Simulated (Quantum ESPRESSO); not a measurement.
Write the native input for Quantum ESPRESSO 7.5 that does the following.

| Property | Result |
| --- | --- |
| Task | relaxation of the atoms |
| Functional | PBE |
| Potentials or basis | SSSP 1.3 efficiency PBE |
| Cutoff | 748 eV |
| Density cutoff | 5987 eV |
| k mesh | 18 × 18 × 1 |
| Occupations | cold, width 0.1 eV |
| Spin | no spin polarisation |
| Mixing beta | 0.5 |
| Most SCF iterations | 120 |
| SCF threshold | 4e-10 Ry |
| Most ionic steps | 40 |
| Forc conv thr | 0.0004 Ry/bohr |
| Etot conv thr | 1e-05 Ry |
| Ion dynamics | bfgs |

C, a sheet with vacuum:

```
CELL_PARAMETERS angstrom
2.46100 0.00000 0.00000
-1.23050 2.08866 0.00000
0.00000 0.00000 16.00000
ATOMIC_POSITIONS crystal
C 0.00000 0.00000 0.50000
C 0.33333 0.66667 0.50000
```

The cell was built by a generator and needn't be a form met in nature.

These files were run (other wordings do the same):

pw.in

```
&CONTROL
  calculation = 'relax'
  prefix = 'pwscf'
  outdir = './tmp'
  pseudo_dir = './pseudo'
  tprnfor = .true.
  disk_io = 'low'
  nstep = 40
  forc_conv_thr = 0.0004
  etot_conv_thr = 1d-05
/
&SYSTEM
  ibrav = 0
  nat = 2
  ntyp = 1
  ecutwfc = 55
  ecutrho = 440
  nbnd = 9
  occupations = 'smearing'
  smearing = 'mv'
  degauss = 0.00734986
/
&ELECTRONS
  conv_thr = 4d-10
  electron_maxstep = 120
  mixing_beta = 0.5
/
&IONS
  ion_dynamics = 'bfgs'
/
ATOMIC_SPECIES
C     12.0110 C.pbe-n-kjpaw_psl.1.0.0.UPF
CELL_PARAMETERS angstrom
   2.4610000000    0.0000000000    0.0000000000
  -1.2305000000    2.0886627483    0.0000000000
   0.0000000000    0.0000000000   16.0000000000
ATOMIC_POSITIONS crystal
C      0.0000000000    0.0000000000    0.5000000000
C      0.3333333333    0.6666666667    0.5000000000
K_POINTS automatic
18 18 1 0 0 0
```

Potentials or basis: SSSP 1.3 efficiency PBE.

Run with:

```sh
$ OMP_NUM_THREADS=1 pw.x -in pw.in > pw.out
```

It gave:

```yaml
Energy_gained_by_relaxing: 0.3 meV/atom
Ionic_steps: 4
Largest_force_after_relaxing: 0.003 eV/Å
Band_gap_on_the_k_mesh: 0.22 eV, direct
```

Caveat: this smearing can shift energies of a crystal with a gap.

It took 120 s on 1 thread of Arm Neoverse V1 (shared host), peak memory 0.17 GiB.
